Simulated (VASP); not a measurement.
## TiB2: density of states with PBE

TiB2:

```
Ti B
1.0
     3.01877    0.00000    0.00000
    -1.50938    2.61433    0.00000
     0.00000    0.00000    3.18574
Ti B
1 2
Direct
  0.00000 0.00000 0.00000
  0.33333 0.66667 0.50000
  0.66667 0.33333 0.50000
```

```
Program                 : VASP 6.6.1
Task                    : density of states
Functional              : PBE
Potentials or basis     : VASP PAW PBE potentials, release 64 (Ti_sv, B)
Cutoff                  : 520 eV
k mesh                  : 15 × 15 × 11
Occupations             : methfessel-paxton, width 0.1 eV
Spin                    : no spin polarisation
k mesh for the DOS      : 23 × 23 × 17
Occupations for the DOS : tetrahedron
Further INCAR settings  : ALGO = Normal; EDIFF = 1e-06
```

- Valence electrons inside the program's atomic spheres: Ti 10.46; B 2.03

Levels at points of the mesh, in eV from the Fermi level:
```csv
k point,band 6,band 7,band 8,band 9,band 10,band 11,band 12,band 13
"(0.00, 0.00, 0.00)",-2.79,-2.79,-2.30,-2.21,1.88,1.88,3.73,3.73
```

States per cell in windows of 1 eV (zero at the Fermi level; states under -8 eV left out):
| from (eV) | total | Ti1_d | B2_p | B3_p | Ti1_p | B2_s | B3_s |
| --- | --- | --- | --- | --- | --- | --- | --- |
| -8.0 | 0.58 | 0.05 | 0.08 | 0.08 | 0.02 | 0.07 | 0.07 |
| -7.0 | 0.65 | 0.06 | 0.11 | 0.11 | 0.02 | 0.04 | 0.04 |
| -6.0 | 0.92 | 0.11 | 0.18 | 0.18 | 0.03 | 0.03 | 0.03 |
| -5.0 | 1.22 | 0.19 | 0.25 | 0.25 | 0.05 | 0.02 | 0.02 |
| -4.0 | 1.85 | 0.41 | 0.34 | 0.34 | 0.09 | 0.01 | 0.01 |
| -3.0 | 1.16 | 0.43 | 0.16 | 0.16 | 0.03 | 0.00 | 0.00 |
| -2.0 | 0.84 | 0.45 | 0.06 | 0.06 | 0.01 | 0.00 | 0.00 |
| -1.0 | 0.39 | 0.24 | 0.02 | 0.02 | 0.00 | 0.00 | 0.00 |
| 0.0 | 0.71 | 0.50 | 0.04 | 0.04 | 0.00 | 0.00 | 0.00 |
| 1.0 | 1.61 | 1.17 | 0.08 | 0.08 | 0.01 | 0.01 | 0.01 |
| 2.0 | 2.67 | 2.12 | 0.11 | 0.11 | 0.01 | 0.02 | 0.02 |
| 3.0 | 1.65 | 1.17 | 0.11 | 0.11 | 0.02 | 0.03 | 0.03 |
| 4.0 | 1.10 | 0.71 | 0.08 | 0.08 | 0.01 | 0.03 | 0.03 |
| 5.0 | 0.21 | 0.11 | 0.02 | 0.02 | 0.01 | 0.00 | 0.00 |
| 6.0 | 0.05 | 0.02 | 0.01 | 0.01 | 0.00 | 0.00 | 0.00 |
| 7.0 | 0.00 | 0.00 | 0.00 | 0.00 | 0.00 | 0.00 | 0.00 |

It took 51 s on 1 thread of Intel(R) Xeon(R) 6975P-C (Granite Rapids), with other jobs on the host, peak memory 0.29 GiB.
